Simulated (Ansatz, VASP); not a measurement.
# Al: VASP beside Ansatz

File INCAR:

```
SYSTEM = Al
  AGGAC = 1.0
  AGGAX = 1.0
  ALDAC = 0.0
  ALDAX = 1.0
  ALGO = Fast
  EDIFF = 1E-7
  ENCUT = 520
  GGA = B5
  ISIF = 2
  ISMEAR = 0
  LASPH = .True.
  LCHARG = .True.
  LNONCOLLINEAR = .True.
  LORBIT = 11
  LREAL = .False.
  LVHAR = .True.
  LWAVE = .False.
  MAGMOM = 0 0 0.5
  NBANDS = 14
  NELM = 150
  PREC = Accurate
  SIGMA = 0.1
```

Contents of KPOINTS:

```
k-points
0
Gamma
  8 8 8
  0 0 0
```

File POSCAR:

```
Al
1.0
    0.0000000000      2.0248050000      2.0248050000
    2.0248050000      0.0000000000      2.0248050000
    2.0248050000      2.0248050000      0.0000000000
Al
1
Direct
    0.0000000000      0.0000000000      0.0000000000
```

Contents of input.yaml:

```yaml
crystal:
  lattice:
    - [0.0, 2.024805, 2.024805]
    - [2.024805, 0.0, 2.024805]
    - [2.024805, 2.024805, 0.0]
  atoms:
    - { symbol: Al, position: [0.0, 0.0, 0.0], spin: 0.5, spin_axis: [0.0, 0.0, 0.5] }
hamiltonian:
  xc: blyp
  pseudopotentials: { kind: paw }
magnetization:
  noncollinear: true
  spin_orbit: false
kpoints:
  mp_grid: { grid: [8, 8, 8] }
  band_path:
    path:
      - [[0.0, 0.0, 0.0], [0.5, 0.0, 0.5], [0.5, 0.25, 0.75], [0.375, 0.375, 0.75], [0.0, 0.0, 0.0], [0.5, 0.5, 0.5], [0.625, 0.25, 0.625], [0.5, 0.25, 0.75], [0.5, 0.5, 0.5], [0.375, 0.375, 0.75]]
      - [[0.625, 0.25, 0.625], [0.5, 0.0, 0.5]]
    npoints: 14
scf:
  occupations: { method: gaussian, width: 0.1 }
  n_extra_bands: 6
output:
  forces: true
  stress: true
  eigenvalues: true
  fatbands: true
```

Alike in both runs: functional BLYP; k mesh 8 × 8 × 8; occupations gaussian, width 0.1 eV; non-collinear spin.

|  | VASP | Ansatz |
| --- | --- | --- |
| version | VASP 6.6.1 | Ansatz 0.2.0 |
| potentials or method | VASP PAW PBE potentials, release 64 (Al) | Ansatz PAW |
| plane-wave cutoff (eV) | 520 | 420 |
| valence electrons in the cell | 3 | 3 |
| task | single point | band structure |

|  | VASP | Ansatz | Ansatz less VASP |
| --- | --- | --- | --- |
| gap on the k mesh at the Fermi level (eV) | none | none | - |
| pressure (GPa) | 3.0 | 2.8 | -0.12 |
| net moment per atom (μB) | 0.00 | 0.00 | 0.000 |

A gap of «none» marks a metal or a gap that the smearing closes.

Caveats: the PAW data sets were made with another functional, which shifts forces and pressure a little (VASP); the PAW data sets come from PBE, with cores solved anew for the run's functional, which leaves a small shift of forces and pressure (Ansatz); the starting moments weren't kept (Ansatz).
